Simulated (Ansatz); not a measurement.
# Pb (Fm-3m) in Ansatz: settings compared

The runs below take Pb through relaxation of cell and atoms, single point, with PBEsol, PBE.

Program: Ansatz 0.2.0. These are calculated values, not measurements. Logs are shortened: lines on timing, memory, paths and dates and some standing lists are left out, and cuts for length are marked.

## 1. The crystal as given

Symmetry: Fm-3m, No. 225, cubic system. The conventional cell has a = 4.950 Å, b = 4.950 Å, c = 4.950 Å, α = 90.00°, β = 90.00°, γ = 90.00°. Around Pb (site symmetry m-3m) lie 12 Pb at 3.50 Å.

## 2. Relaxation of cell and atoms, PBEsol

The input, input.yaml:

```yaml
crystal:
  lattice:
    - [0.0, 2.47502, 2.47502]
    - [2.47502, 0.0, 2.47502]
    - [2.47502, 2.47502, 0.0]
  atoms:
    - { symbol: Pb, position: [0.0, 0.0, 0.0] }
kpoints:
  mp_grid: { grid: [9, 9, 9] }
scf:
  occupations: { method: fermi_dirac, width: 0.05 }
hamiltonian:
  xc: pbesol
  pseudopotentials: { kind: all_electron, lapw: { basis_error: 0.001 } }
output:
  forces: true
  stress: true
relax:
  f_tol: 0.005
  max_steps: 60
  cell: {}
```

Potentials or basis: all-electron LAPW, scalar-relativistic.

Command:

```console
> ansatz run input.yaml --threads 1 --pin off --max-ram 3072MiB --backend cpu --events-out ev --progress --plain --runs-dir out
```

What it wrote:

```text
Warning: RAYON_NUM_THREADS=1 ignored (pool sized by the plan → 1); use --threads N
The last accepted step is kept in <dir> (removed where the run ends without a failure and the disk answers)
LAPW: plane waves up to 6.619 Å⁻¹, error target 1.0e-3 eV per atom; small_component_spin mean_spin; Pb in spheres of 1.698 Å, 36 of its electrons in bands, Dirac shells [] (how accurate: hamiltonian.pseudopotentials.lapw.basis_error, Limitations)
Engine: ansatz 0.2.0, aarch64-unknown-linux-gnu
Pseudopotentials: kind: all_electron
Pseudopotential: Pb, LAPW, valence charge 36, lapw/all_electron/scalar/gaussian/Pb, Koelling and Harmon's equation, gaussian nucleus
Functional definition: PBEsol
  exchange = pbesol_x
  correlation = pbesol_c
Crystal: 1 atoms, lattice volume = 30.323 Å³
Basis set: ecut = 166.90821657898928 eV, 169 PW (Γ), exchange–correlation at level 2
Bands: 22, of which v1, the nominal top of the filled ones, is band 18 counted from 1 (17 counted from 0)
Symmetry: 48 space group operations
Space group: Fm-3m (ITA 225), of the structure as read, at distance tolerance 3.1e-5 Å
k-points: 35 of 729
Non-local potential: Pb, projectors of the file, none
Initial density: superposition of atomic densities (chi_scale 0.1, normalization cell)
Initial wavefunctions: plane waves of lowest kinetic energy (no species holds an atomic orbital)
Functional: x = pbesol(κ = 0.804, μ = 0.12345679012345678), c = pbesol(β = 0.046)
iter 1 solved again at ethr=1.11e-5 eV; its pass at ethr=1.00e-1 eV (dr2=3.98e-3 eV) is discarded
SCF iter   1: F=—  HF=-567915.195072 eV  |F-HF|=—  |Δ(HF+E_count)|=         —  Δρ=4.06e-3  dr2=4.01e-3  ethr=1.11e-5  ⟨swp⟩=3.6  Hψ=5126  notcnv=0
preconditioner: auto → none  [insulator: Δε(μ)=0.226 eV  Ē_g=19.682 eV  σ=0.050 eV  W_gap=0.51  n_scr=14 (ndim 8)  ℏωp=25.2 eV  f_vac=0.033  D(μ)=0.39/eV (n_scr^D=0)  ε∞_Penn≈2.6]
SCF iter   2: F=—  HF=-567915.181460 eV  |F-HF|=—  |Δ(HF+E_count)|=   1.36e-2  Δρ=1.65e-3  dr2=6.72e-4  ethr=1.11e-5  ⟨swp⟩=2.0  Hψ=2274  notcnv=0
SCF iter   3: F=—  HF=-567915.180746 eV  |F-HF|=—  |Δ(HF+E_count)|=   7.14e-4  Δρ=6.69e-4  dr2=1.11e-4  ethr=1.87e-6  ⟨swp⟩=2.0  Hψ=2271  notcnv=0
iter 4 solved again at ethr=1.09e-8 eV; its pass at ethr=3.09e-7 eV (dr2=3.91e-6 eV) is discarded
SCF iter   4: F=—  HF=-567915.180677 eV  |F-HF|=—  |Δ(HF+E_count)|=   6.84e-5  Δρ=1.21e-4  dr2=3.91e-6  ethr=1.09e-8  ⟨swp⟩=2.0  Hψ=3842  notcnv=0
SCF iter   5: F=—  HF=-567915.180679 eV  |F-HF|=—  |Δ(HF+E_count)|=   1.67e-6  Δρ=1.67e-5  dr2=7.64e-8  ethr=1.09e-8  ⟨swp⟩=2.0  Hψ=2271  notcnv=0
SCF iter   6: F=-567915.180679 eV  HF=-567915.180679 eV  |F-HF|=1.16e-10  |Δ(HF+E_count)|=   9.73e-8  Δρ=5.89e-7  dr2=9.34e-11  ethr=2.12e-10  ⟨swp⟩=2.0  Hψ=2271  notcnv=0
SCF 1 converged in 6 iterations: F = -567915.180679 eV  dr2 = 9.34e-11
relax step   1: F+E_penalty+E_count = -567915.18067912 eV  Δ(F+E_penalty+E_count) = +0.000e0 eV  max|allowed force component| = 0.000e0 eV/Å  Δτ_max = 0.0000 Å  P = -0.604 GPa  Ω = 30.323 Å³  (6 SCF iters, accepted)
Crystal: 1 atoms, lattice volume = 29.907 Å³
Basis set: ecut = 168.4510670661607 eV, 169 PW (Γ), exchange–correlation at level 2
Initial density: handed on by an earlier stage of this run
Initial wavefunctions: those handed on with the density
iter 1 solved again at ethr=8.30e-10 eV; its pass at ethr=1.00e-1 eV (dr2=2.99e-7 eV) is discarded
SCF iter   1: F=—  HF=-567915.181401 eV  |F-HF|=—  |Δ(HF+E_count)|=         —  Δρ=6.84e-5  dr2=1.64e-6  ethr=8.30e-10  ⟨swp⟩=5.7  Hψ=4542  notcnv=0
eigensolver tolerance schedule calibrated: the retry pair's looser diagonalisation under-reported the residual by θ = 0.82 (0.10/decade); ethr = c·dr2/N_el runs at the constant in force after the calibration composes with the one it found (an armed cap, an earlier calibration), c = 9.8e-2
preconditioner: auto → none  [insulator: Δε(μ)=0.226 eV  Ē_g=19.965 eV  σ=0.050 eV  W_gap=0.51  n_scr=14 (ndim 8)  ℏωp=25.4 eV  f_vac=0.021  D(μ)=0.38/eV (n_scr^D=0)  ε∞_Penn≈2.6]
SCF iter   2: F=—  HF=-567915.181401 eV  |F-HF|=—  |Δ(HF+E_count)|=   4.23e-7  Δρ=3.58e-5  dr2=4.42e-7  ethr=8.30e-10  ⟨swp⟩=2.0  Hψ=2271  notcnv=0
iter 3 solved again at ethr=3.20e-12 eV; its pass at ethr=8.30e-10 eV (dr2=1.18e-9 eV) is discarded
SCF iter   3: F=—  HF=-567915.181402 eV  |F-HF|=—  |Δ(HF+E_count)|=   2.53e-7  Δρ=2.05e-6  dr2=1.17e-9  ethr=3.20e-12  ⟨swp⟩=2.5  Hψ=3868  notcnv=0
SCF iter   4: F=-567915.181401 eV  HF=-567915.181401 eV  |F-HF|=1.16e-10  |Δ(HF+E_count)|=   4.32e-8  Δρ=5.68e-7  dr2=8.39e-11  ethr=3.18e-12  ⟨swp⟩=3.0  Hψ=2378  notcnv=0
SCF 2 converged in 4 iterations: F = -567915.181401 eV  dr2 = 8.39e-11
relax step   2: F+E_penalty+E_count = -567915.18140149 eV  Δ(F+E_penalty+E_count) = -7.224e-4 eV  max|allowed force component| = 0.000e0 eV/Å  Δτ_max = 0.0000 Å  P = +0.057 GPa  Ω = 29.907 Å³  (4 SCF iters, accepted)
Crystal: 1 atoms, lattice volume = 29.942 Å³
Basis set: ecut = 168.31789754196794 eV, 169 PW (Γ), exchange–correlation at level 2
iter 1 solved again at ethr=5.69e-12 eV; its pass at ethr=1.00e-1 eV (dr2=2.05e-9 eV) is discarded
SCF iter   1: F=—  HF=-567915.181408 eV  |F-HF|=—  |Δ(HF+E_count)|=         —  Δρ=5.64e-6  dr2=1.17e-8  ethr=5.69e-12  ⟨swp⟩=6.3  Hψ=4549  notcnv=0
preconditioner: auto → none  [insulator: Δε(μ)=0.227 eV  Ē_g=19.960 eV  σ=0.050 eV  W_gap=0.51  n_scr=14 (ndim 8)  ℏωp=25.4 eV  f_vac=0.021  D(μ)=0.39/eV (n_scr^D=0)  ε∞_Penn≈2.6]
SCF iter   2: F=-567915.181408 eV  HF=-567915.181408 eV  |F-HF|=1.16e-9  |Δ(HF+E_count)|=   4.42e-8  Δρ=2.93e-6  dr2=3.10e-9  ethr=5.69e-12  ⟨swp⟩=3.0  Hψ=2337  notcnv=0
SCF 3 converged in 2 iterations: F = -567915.181408 eV  dr2 = 3.10e-9
relax step   3: F+E_penalty+E_count = -567915.18140764 eV  Δ(F+E_penalty+E_count) = -6.152e-6 eV  max|allowed force component| = 0.000e0 eV/Å  Δτ_max = 0.0000 Å  P = -0.002 GPa  Ω = 29.942 Å³  (2 SCF iters, accepted)
iter 1 solved again at ethr=4.13e-11 eV; its pass at ethr=1.00e-1 eV (dr2=1.49e-8 eV) is discarded
SCF iter   1: F=—  HF=-567915.181408 eV  |F-HF|=—  |Δ(HF+E_count)|=         —  Δρ=2.94e-6  dr2=3.11e-9  ethr=4.13e-11  ⟨swp⟩=7.1  Hψ=5401  notcnv=0  reapply=9
SCF iter   2: F=-567915.181408 eV  HF=-567915.181408 eV  |F-HF|=4.66e-10  |Δ(HF+E_count)|=   4.19e-8  Δρ=1.47e-6  dr2=7.64e-10  ethr=8.63e-12  ⟨swp⟩=2.3  Hψ=2280  notcnv=0
SCF 4 converged in 2 iterations: F = -567915.181408 eV  dr2 = 7.64e-10
relax step   4: F+E_penalty+E_count = -567915.18140776 eV  Δ(F+E_penalty+E_count) = -1.173e-7 eV  max|allowed force component| = 0.000e0 eV/Å  Δτ_max = 0.0000 Å  P = -0.002 GPa  Ω = 29.942 Å³  stress off target by 1.60e-3 GPa  SCF on the basis re-selected at this cell (its energy is not comparable with the rows above)  (2 SCF iters)
basis re-selected at this cell: Δ(F+E_penalty+E_count) = -1.173e-7 eV, ΔP = -0.000 GPa vs the last step (what re-selecting the basis moved, after the strain that the cell walked since its last selection, with what the two solves' SCF thresholds leave and, on support functions, any second-order correction that the steps lacked; it is no measure of the basis error at this ecutwfc). This SCF's stress stands 1.60e-3 GPa from its target on what of the cell is left free (relax.cell.stress_tol is 5.00e-2 GPa) and its largest allowed force component is 0.00e0 eV/Å (relax.f_tol is 5.00e-3 eV/Å): within both
SCF converged after 2 iterations
Free energy (F): -567915.181408 eV
Harris-Foulkes:  -567915.181408 eV  (|F-HF|=4.66e-10)
Internal energy: -567915.178351 eV  (E = F + TS)
E sigma→0 (E₀):  -567915.179880 eV
Entropy (-TS):   -0.003056 eV (-3.056 meV/atom)
Fermi energy:    15.570747 eV
--- Per-component energies (eV) ---
  E_band       = -2192.572227
  E_kinetic    = 654731.979168
  E_xc         = -10427.765246
  E_electrostatic = -1212219.392274  (all electrons and nuclei)
  E_smearing   = -0.003056  (= −TS)
  E_closure    = 0.000000  (closes the sum)
  E_atoms      = -567911.178656  (free atoms, spherical and without spin; not in F)
  Σ components = -567915.181408   (vs F -567915.181408, Δ=0.00e0)
  Basis errors (estimates in eV, not in F): energy 2.2e-4 per atom: plane waves 2.2e-4 (1.1e-4 summed), levels above the bands 1.8e-61, relativity 1.2e-8, radial functions 8.3e-7, core shells 3.4e-9; eigenvalues (radial functions only) 7.8e-6; not estimated: angular momenta, meshes, grids; target (lapw.basis_error) 1.0e-3; muffin-tin radii Pb 1.690 Å
--- Forces (eV/Å), atoms counted from 1 ---
  atom   1  Pb    -0.00000000     0.00000000    -0.00000000
  max |Σ_I F_I| component: 1.23e-32 eV/Å
--- Stress (GPa, compression-positive) ---
       -0.001602       0.000000       0.000000
        0.000000      -0.001602       0.000000
        0.000000       0.000000      -0.001602
  P = ⅓ Tr σ = -0.0016 GPa (-0.016 kbar)
--- Relaxed structure (3 steps of the walk, 3 accepted, 1 SCFs on fresh bases) ---
  F+E_penalty+E_count = -567915.18140776 eV   max|allowed force component| = 0.000e0 eV/Å   (the final SCF, on the basis selected at the relaxed cell)
  cell:  # Å, volume = 29.9424 Å³
    - [4.038082336069755e-33, 2.4646339253579765, 2.4646339253579765]
    - [2.4646339253579765, -1.4521810293752432e-33, 2.4646339253579765]
    - [2.4646339253579765, 2.4646339253579765, -1.3120582984706137e-33]
  atoms:
    - { symbol: Pb, position: [0.0, 0.0, 0.0] }
```

Wall time 8.8 s (1 thread of Arm Neoverse V1, shared host); peak memory 0.24 GiB.

What came out:

- Free energy: -567915.1814 eV
- Relaxed volume: 29.94 Å³/atom
- Relaxed cell: a = 3.486 Å, b = 3.486 Å, c = 3.486 Å, α = 60.00°, β = 60.00°, γ = 60.00°
- Space group after relaxing (to 0.05 Å): Fm-3m (No. 225)
- Energy gained by relaxing: 0.7 meV/atom
- Ionic steps: 4
- Pressure after relaxing: 0.0 GPa

Step by step:
```tsv
step	energy change (eV)	largest force (eV/Å)	volume (Å³)
1	0.0000	0.0000	30.32
2	-0.0007	0.0000	29.91
3	-0.0007	0.0000	29.94
4	-0.0007	0.0000	29.94
```

Final structure:
```
CELL_PARAMETERS angstrom
0.00000 2.46463 2.46463
2.46463 0.00000 2.46463
2.46463 2.46463 0.00000
ATOMIC_POSITIONS crystal
Pb 0.00000 0.00000 0.00000
```

## 3. Single point, PBE

The input, input.yaml:

```yaml
crystal:
  lattice:
    - [0.0, 2.47502, 2.47502]
    - [2.47502, 0.0, 2.47502]
    - [2.47502, 2.47502, 0.0]
  atoms:
    - { symbol: Pb, position: [0.0, 0.0, 0.0] }
kpoints:
  mp_grid: { grid: [9, 9, 9] }
scf:
  occupations: { method: gaussian, width: 0.026 }
hamiltonian:
  xc: pbe
  pseudopotentials: { kind: all_electron, lapw: { basis_error: 0.001 } }
output:
  forces: true
  stress: true
  eigenvalues: true
```

Potentials or basis: all-electron LAPW, scalar-relativistic.

Command:

```console
> ansatz run input.yaml --threads 1 --pin off --max-ram 3072MiB --backend cpu --events-out ev --progress --plain --runs-dir out
```

It took 3.4 s on 1 thread of Arm Neoverse V1, shared host; peak memory 0.24 GiB.

It converged, with:

* Free energy: -568066.6033 eV
* Pressure: 2.3 GPa
* Band gap on the k mesh: none (metal or under the smearing width)

Levels at points of the mesh, in eV from the Fermi level:
```
           k point  band 16  band 17  band 18  band 19  band 20  band 21
(0.00, 0.00, 0.00)   -16.80   -11.61     7.56     7.56     7.56     9.89
```

## 4. Single point, PBE

Changes to input.yaml since step 3:

```diff
@@ -10,3 +10,3 @@
 scf:
-  occupations: { method: gaussian, width: 0.026 }
+  occupations: { method: gaussian, width: 0.023 }
 hamiltonian:
```

Potentials or basis: all-electron LAPW, scalar-relativistic.

Command:

```console
> ansatz run input.yaml --threads 1 --pin off --max-ram 3072MiB --backend cpu --events-out ev --progress --plain --runs-dir out
```

What it wrote:

```text
Warning: RAYON_NUM_THREADS=1 ignored (pool sized by the plan → 1); use --threads N
LAPW: plane waves up to 6.362 Å⁻¹, error target 1.0e-3 eV per atom; small_component_spin mean_spin; Pb in spheres of 1.750 Å, 36 of its electrons in bands, Dirac shells [] (how accurate: hamiltonian.pseudopotentials.lapw.basis_error, Limitations)
[... 3 set-up lines as earlier in the session ...]
Functional definition: PBE
  parameter kappa = 0.804
  parameter beta = 0.06672455060314922
  exchange = pbe_x(kappa = kappa, mu = beta*pi^2/3)
  correlation = pbe_c(beta = beta)
Crystal: 1 atoms, lattice volume = 30.323 Å³
Basis set: ecut = 154.21153860262535 eV, 137 PW (Γ), exchange–correlation at level 2
Bands: 22, of which v1, the nominal top of the filled ones, is band 18 counted from 1 (17 counted from 0)
[... 2 set-up lines as earlier in the session ...]
k-points: 35 of 729
[... 3 set-up lines as earlier in the session ...]
Functional: x = pbe(κ = 0.804, μ = 0.2195149727645171), c = pbe(β = 0.06672455060314922)
iter 1 solved again at ethr=6.48e-6 eV; its pass at ethr=1.00e-1 eV (dr2=2.33e-3 eV) is discarded
SCF iter   1: F=—  HF=-568066.614466 eV  |F-HF|=—  |Δ(HF+E_count)|=         —  Δρ=3.21e-3  dr2=2.35e-3  ethr=6.48e-6  ⟨swp⟩=3.8  Hψ=5177  notcnv=0
preconditioner: auto → LDOS  [insulator: Δε(μ)=0.227 eV  Ē_g=19.764 eV  σ=0.023 eV  W_gap=0.54  n_scr=14 (ndim 8)  ℏωp=25.2 eV  f_vac=0.033  D(μ)=1.61/eV (n_scr^D=14)  ε∞_Penn≈2.6  β→1.0]
SCF iter   2: F=—  HF=-568066.609186 eV  |F-HF|=—  |Δ(HF+E_count)|=   5.28e-3  Δρ=1.89e-3  dr2=5.96e-4  ethr=6.48e-6  ⟨swp⟩=3.0  Hψ=2487  notcnv=0
SCF iter   3: F=—  HF=-568066.603482 eV  |F-HF|=—  |Δ(HF+E_count)|=   5.70e-3  Δρ=1.06e-3  dr2=2.25e-4  ethr=1.66e-6  ⟨swp⟩=3.0  Hψ=2476  notcnv=0
SCF iter   4: F=—  HF=-568066.603234 eV  |F-HF|=—  |Δ(HF+E_count)|=   2.48e-4  Δρ=4.33e-4  dr2=3.58e-5  ethr=6.26e-7  ⟨swp⟩=2.1  Hψ=2275  notcnv=0
iter 5 solved again at ethr=8.58e-9 eV; its pass at ethr=9.95e-8 eV (dr2=3.09e-6 eV) is discarded
SCF iter   5: F=—  HF=-568066.603257 eV  |F-HF|=—  |Δ(HF+E_count)|=   2.36e-5  Δρ=1.35e-4  dr2=3.09e-6  ethr=8.58e-9  ⟨swp⟩=2.0  Hψ=3879  notcnv=0
SCF iter   6: F=-568066.603264 eV  HF=-568066.603264 eV  |F-HF|=2.32e-7  |Δ(HF+E_count)|=   6.91e-6  Δρ=2.53e-5  dr2=9.65e-8  ethr=8.58e-9  ⟨swp⟩=3.0  Hψ=2330  notcnv=0
SCF 1 converged in 6 iterations: F = -568066.603264 eV  dr2 = 9.65e-8
SCF converged after 6 iterations
Free energy (F): -568066.603264 eV
Harris-Foulkes:  -568066.603264 eV  (|F-HF|=2.32e-7)
Internal energy: -568066.602840 eV  (E = F + TS)
E sigma→0 (E₀):  -568066.603052 eV
Entropy (-TS):   -0.000425 eV (-0.425 meV/atom)
Fermi energy:    15.524140 eV
--- Per-component energies (eV) ---
  E_band       = -2196.141026
  E_kinetic    = 654971.658199
  E_xc         = -10580.678772
  E_electrostatic = -1212457.582267  (all electrons and nuclei)
  E_smearing   = -0.000425  (= −TS)
  E_closure    = 0.000000  (closes the sum)
  E_atoms      = -568063.043352  (free atoms, spherical and without spin; not in F)
  Σ components = -568066.603264   (vs F -568066.603264, Δ=0.00e0)
  Basis errors (estimates in eV, not in F): energy 2.1e-4 per atom: plane waves 2.0e-4 (1.0e-4 summed), levels above the bands 0.0e0, relativity 4.1e-8, radial functions 2.9e-6, core shells 1.0e-9; eigenvalues (radial functions only) 1.3e-5; not estimated: angular momenta, meshes, grids; target (lapw.basis_error) 1.0e-3; muffin-tin radii Pb 1.750 Å
--- Forces (eV/Å), atoms counted from 1 ---
  atom   1  Pb    -0.00000000    -0.00000000    -0.00000000
  max |Σ_I F_I| component: 4.52e-32 eV/Å
--- Stress (GPa, compression-positive) ---
        2.257662      -0.000000      -0.000000
       -0.000000       2.257662      -0.000000
       -0.000000      -0.000000       2.257662
  P = ⅓ Tr σ = 2.2577 GPa (22.577 kbar)
--- Band table (eV; the first three rows and the last of 35) ---
  k-point 0: bands = ["-123.9843", "-113.0154", "-113.0154", "-113.0154", "-113.0152", "-113.0152", "-113.0152", "-113.0150", "-65.8180", "-65.8180", "-65.8180", "-1.4211", "-1.4211", "-1.4211", "-1.2809", "-1.2809", "3.9148", "23.0819", "23.0819", "23.0819", "25.4138", "27.0166"]
  k-point 1: bands = ["-123.9843", "-113.0154", "-113.0154", "-113.0154", "-113.0152", "-113.0152", "-113.0152", "-113.0150", "-65.8184", "-65.8181", "-65.8181", "-1.4217", "-1.4047", "-1.4047", "-1.2810", "-1.2810", "4.1528", "20.7139", "22.7993", "22.7993", "25.0259", "27.9813"]
  k-point 2: bands = ["-123.9842", "-113.0154", "-113.0154", "-113.0154", "-113.0152", "-113.0152", "-113.0152", "-113.0150", "-65.8193", "-65.8183", "-65.8183", "-1.4269", "-1.3852", "-1.3852", "-1.2584", "-1.2584", "4.8649", "17.2468", "22.1995", "22.1995", "24.6864", "27.5110"]
  k-point 34: bands = ["-123.9842", "-113.0154", "-113.0154", "-113.0154", "-113.0152", "-113.0152", "-113.0152", "-113.0150", "-65.8204", "-65.8200", "-65.8193", "-1.4132", "-1.3995", "-1.3185", "-1.2279", "-1.1233", "8.8638", "13.8459", "14.7921", "16.4439", "25.9523", "27.0253"]
```

Run time: 3.5 s. Hardware: 1 thread of Arm Neoverse V1, shared host; peak memory 0.24 GiB.

Results:

```
Free energy            : -568066.6033 eV
Pressure               : 2.3 GPa
Band gap on the k mesh : none (metal or under the smearing width)
```

Spin-orbit coupling is left out, which matters for the levels of Pb.

## 5. Overview

| task | level | cell | cutoff (eV) | smearing | gap on the mesh (eV) | pressure (GPa) |
| --- | --- | --- | --- | --- | --- | --- |
| relaxation of cell and atoms | PBEsol | relaxed | - | fermi-dirac 0.05 eV | - | 0.0 |
| single point | PBE | as given | 154 | gaussian 0.026 eV | none | 2.3 |
| single point | PBE | as given | 154 | gaussian 0.023 eV | none | 2.3 |

Alike in all rows: potentials or basis all-electron LAPW, scalar-relativistic; no spin polarisation; k mesh 9 × 9 × 9; basis error allowed 0.001 eV/atom.

Compare energies only between runs with the same functional and basis.

## 6. How close it comes

Step 2. The cell as given is a measured one (30.32 Å³/atom); PBEsol puts the equilibrium volume -1.3 % from it, thermal expansion not counted.
